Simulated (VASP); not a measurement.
# PbSe (Fm-3m) in VASP: notebook, part 2 of 2

VASP 6.6.1. Earlier steps stand in the parts before.

## (4) Single point, PBE+D3(BJ)

This run uses another cell than the first one, of 28.82 Å³/atom.

Contents of INCAR:

```
  PREC = Accurate
  ENCUT = 500
  EDIFF = 1E-6
  ISMEAR = 0
  SIGMA = 0.01
  LREAL = False
  LASPH = True
  NELM = 120
  ALGO = Normal
  ISIF = 2
  LWAVE = False
  LCHARG = False
  GGA = PE
  IVDW = 12
  NBANDS = 17
  GGA_COMPAT = False
```

Contents of KPOINTS:

```
regular mesh
0
Gamma
  6 6 6
```

Contents of POSCAR:

```
PbSe
1.0
    0.0000000000      3.0661127155      3.0661127155
    3.0661127155      0.0000000000      3.0661127155
    3.0661127155      3.0661127155      0.0000000000
Pb Se
1 1
Direct
    0.0000000000      0.0000000000      0.0000000000
    0.5000000000      0.5000000000      0.5000000000
```

Potentials or basis: VASP PAW PBE potentials, release 64 (Pb_d, Se).

Launch:

```
cat potpaw_PBE.64/Pb_d/POTCAR potpaw_PBE.64/Se/POTCAR > POTCAR
mpirun -np 1 vasp_std > vasp.out
```

OUTCAR:

```text
PREC = Accurate
   ENCUT = 500
   EDIFF = 1E-6
   ISMEAR = 0
   LREAL = False
   LASPH = True
   NELM = 120
   ISIF = 2
   GGA = PE
   IVDW = 12
 IVDW          = 12

 ion  position               nearest neighbor table
   1  0.000  0.000  0.000-   2 3.07   2 3.07   2 3.07   2 3.07   2 3.07   2 3.07
   2  0.500  0.500  0.500-   1 3.07   1 3.07   1 3.07   1 3.07   1 3.07   1 3.07

  LATTYP: Found a face centered cubic cell.
 ALAT       =     6.1322254310

  Lattice vectors:

 A1 = (   0.0000000000,   3.0661127155,   3.0661127155)
 A2 = (   3.0661127155,   0.0000000000,   3.0661127155)
 A3 = (   3.0661127155,   3.0661127155,   0.0000000000)
[... 494 lines left out ...]

 Edisp (eV)   -0.73256

 E8    (eV) :    -0.3418

  FORCE on cell =-STRESS in cart. coord.  units (eV):
  Direction    XX          YY          ZZ          XY          YZ          ZX
  --------------------------------------------------------------------------------------
  -------------------------------------------------------------------------------------
  Total      -0.00716    -0.00716    -0.00716     0.00000    -0.00000     0.00000
  in kB      -0.19887    -0.19887    -0.19887     0.00000    -0.00000     0.00000
  external pressure =       -0.20 kB  Pullay stress =        0.00 kB

 VOLUME and BASIS-vectors are now :
 -----------------------------------------------------------------------------
  energy-cutoff  :      500.00
  volume of cell :       57.65
      direct lattice vectors                 reciprocal lattice vectors
     0.000000000  3.066112716  3.066112716    -0.163072935  0.163072935  0.163072935
     3.066112716  0.000000000  3.066112716     0.163072935 -0.163072935  0.163072935
     3.066112716  3.066112716  0.000000000     0.163072935  0.163072935 -0.163072935

 POSITION                                       TOTAL-FORCE (eV/Angst)
 -----------------------------------------------------------------------------------
      0.00000      0.00000      0.00000         0.000000      0.000000     -0.000000
      3.06611      3.06611      3.06611        -0.000000      0.000000      0.000000
 -----------------------------------------------------------------------------------
    total drift:                                0.000000     -0.000000     -0.000000

  FREE ENERGIE OF THE ION-ELECTRON SYSTEM (eV)
  ---------------------------------------------------
  free  energy   TOTEN  =        -8.9182227926 eV

  energy  without entropy=       -8.9182227926  energy(sigma->0) =       -8.91822279
```

OSZICAR:

```text
N       E                     dE             d eps       ncg     rms          rms(c)
DAV:   1     0.158370561652E+03    0.15837E+03   -0.94331E+03   544   0.117E+03
DAV:   2     0.311951519962E+01   -0.15525E+03   -0.14997E+03   586   0.306E+02
DAV:   3    -0.820150746275E+01   -0.11321E+02   -0.11257E+02   692   0.883E+01
DAV:   4    -0.846687863988E+01   -0.26537E+00   -0.26510E+00   686   0.153E+01
DAV:   5    -0.847582146866E+01   -0.89428E-02   -0.89422E-02   796   0.274E+00    0.276E+00
DAV:   6    -0.818720171300E+01    0.28862E+00   -0.71596E-01   805   0.574E+00    0.155E+00
DAV:   7    -0.818264573150E+01    0.45560E-02   -0.12053E-01   652   0.167E+00    0.859E-01
DAV:   8    -0.818606685991E+01   -0.34211E-02   -0.13241E-02   647   0.124E+00    0.172E-01
DAV:   9    -0.818558818596E+01    0.47867E-03   -0.28201E-03   834   0.515E-01    0.513E-02
DAV:  10    -0.818565785633E+01   -0.69670E-04   -0.21892E-04   615   0.846E-02    0.189E-02
DAV:  11    -0.818566438847E+01   -0.65321E-05   -0.58890E-05   726   0.764E-02    0.798E-03
DAV:  12    -0.818566441423E+01   -0.25762E-07   -0.31975E-06   663   0.123E-02
   1 F= -.89182228E+01 E0= -.89182228E+01  d E =-.386120E-15
```

stdout:

```text
POSCAR found type information on POSCAR PbSe
 POSCAR found :  2 types and       2 ions
 scaLAPACK will be used
 LDA part: xc-table for (Slater+PW92), standard interpolation
 POSCAR, INCAR and KPOINTS ok, starting setup
 FFT: planning ... GRIDC
 FFT: planning ... GRID_SOFT
 FFT: planning ... GRID
 WAVECAR not read
 entering main loop
```

Run time: 14 s. Hardware: 1 thread of Intel Xeon 6975P-C (Granite Rapids), shared host; peak memory 0.17 GiB.

What came out:

```
Free energy                : -8.9182 eV
Pressure                   : 0.0 GPa
Band gap on the k mesh     : 0.31 eV
Dispersion energy per atom : -0.366 eV
```

Caveat: spin-orbit coupling is left out, which moves the levels of the heavy elements.

## (5) Single point, RPBE

This run uses another cell than the first one, of 31.19 Å³/atom.

Contents of INCAR:

```
SYSTEM = PbSe
PREC = Accurate
ENCUT = 500
EDIFF = 1E-6
ISMEAR = 0
SIGMA = 0.01
LREAL = .FALSE.
LASPH = .TRUE.
NELM = 120
ALGO = Normal
ISIF = 2
LWAVE = .FALSE.
LCHARG = .TRUE.
GGA = RP
LELF = .TRUE.
LVHAR = .TRUE.
NBANDS = 17
GGA_COMPAT = .FALSE.
```

Contents of KPOINTS:

```
regular mesh
0
G
  6 6 6
  0 0 0
```

Contents of POSCAR:

```
PbSe
1.0
    0.0000000000      3.1478288198      3.1478288198
    3.1478288198      0.0000000000      3.1478288198
    3.1478288198      3.1478288198      0.0000000000
Pb Se
1 1
Direct
    0.0000000000      0.0000000000      0.0000000000
    0.5000000000      0.5000000000      0.5000000000
```

Launch:

```
cat potpaw_PBE.64/Pb_d/POTCAR potpaw_PBE.64/Se/POTCAR > POTCAR
mpirun -np 1 vasp_std > vasp.out
```

It took 18 s on 1 thread of Intel Xeon 6975P-C (Granite Rapids), shared host; peak memory 0.17 GiB.

It converged, with:

| Quantity | Value |
| --- | --- |
| Free energy | -7.5276 eV |
| Pressure | 0.0 GPa |
| Band gap on the k mesh | 0.63 eV |

Levels at points of the mesh, in eV from the valence-band top:
| k point | band 7 | band 8 | band 9 | band 10 | band 11 | band 12 | band 13 | band 14 |
| --- | --- | --- | --- | --- | --- | --- | --- | --- |
| (0.00, 0.00, 0.00) | -6.34 | -1.47 | -1.47 | -1.47 | 4.62 | 4.62 | 4.62 | 6.79 |
| (0.50, 0.00, 0.00) | -8.29 | -1.12 | -1.12 | 0.00 | 0.63 | 1.96 | 1.96 | 8.64 |
| (0.50, 0.50, 0.00) | -7.18 | -4.22 | -2.67 | -2.67 | 4.19 | 5.39 | 5.39 | 5.80 |

Caveat: the PAW data sets were made with another functional, which shifts forces and pressure a little; spin-orbit coupling is left out, which moves the levels of the heavy elements.

## (6) The runs side by side

```csv
level,potentials or basis,cell,gap on the mesh (eV),pressure (GPa)
LDA,"VASP PAW LDA potentials, release 64 (Pb_d, Se)","a = 4.271 Å, angles 60.0°, 2 atoms",0.03,0.1
revPBE+D3(BJ),"VASP PAW PBE potentials, release 64 (Pb_d, Se)","a = 4.321 Å, angles 60.0°, 2 atoms",0.33,0.0
PBE+D3(BJ),"VASP PAW PBE potentials, release 64 (Pb_d, Se)","a = 4.336 Å, angles 60.0°, 2 atoms",0.31,0.0
RPBE,"VASP PAW PBE potentials, release 64 (Pb_d, Se)","a = 4.452 Å, angles 60.0°, 2 atoms",0.63,0.0
```

Alike in all rows: task single point; no spin polarisation; k mesh 6 × 6 × 6; cutoff (eV) 500; smearing gaussian 0.01 eV.

Caveats: spin-orbit coupling is left out, which moves the levels of the heavy elements; the PAW data sets were made with another functional, which shifts forces and pressure a little (at least some runs).

Absolute energies hang on the potentials; compare differences alone.

## (7) Against experiment

Step 2. A measured gap of PbSe is 0.28 eV (direct; 300 K; a printed reference work, monograph); the calculated 0.03 eV misses it by -0.25 eV. 2 values of this kind are on record (0.15 to 0.28 eV); this one was drawn at random. Spin-orbit coupling on Pb, Se is left out. The value is that of LDA on a finite k mesh, which can miss the band edges, without temperature or zero-point motion. Semilocal functionals fall short of measured gaps as a rule.

Step 3. Against the measured gap of PbSe, 0.28 eV (direct; 300 K; a printed reference work, monograph), the calculated 0.33 eV is off by +0.05 eV. 2 values of this kind are on record (0.15 to 0.28 eV); this one was drawn at random. Spin-orbit coupling on Pb, Se is left out. The value is that of revPBE+D3(BJ) on a finite k mesh, which can miss the band edges, without temperature or zero-point motion.

Step 4. Against the measured gap of PbSe, 0.15 eV (direct; 4.2 K; a printed reference work, monograph), the calculated 0.31 eV is off by +0.16 eV. 2 values of this kind are on record (0.15 to 0.28 eV); this one was drawn at random. Spin-orbit coupling on Pb, Se is left out. The value is that of PBE+D3(BJ) on a finite k mesh, which can miss the band edges, without temperature or zero-point motion.

Step 5. A measured gap of PbSe is 0.15 eV (direct; 4.2 K; a printed reference work, monograph); the calculated 0.63 eV misses it by +0.48 eV. 2 values of this kind are on record (0.15 to 0.28 eV); this one was drawn at random. Spin-orbit coupling on Pb, Se is left out. The value is that of RPBE on a finite k mesh, which can miss the band edges, without temperature or zero-point motion.
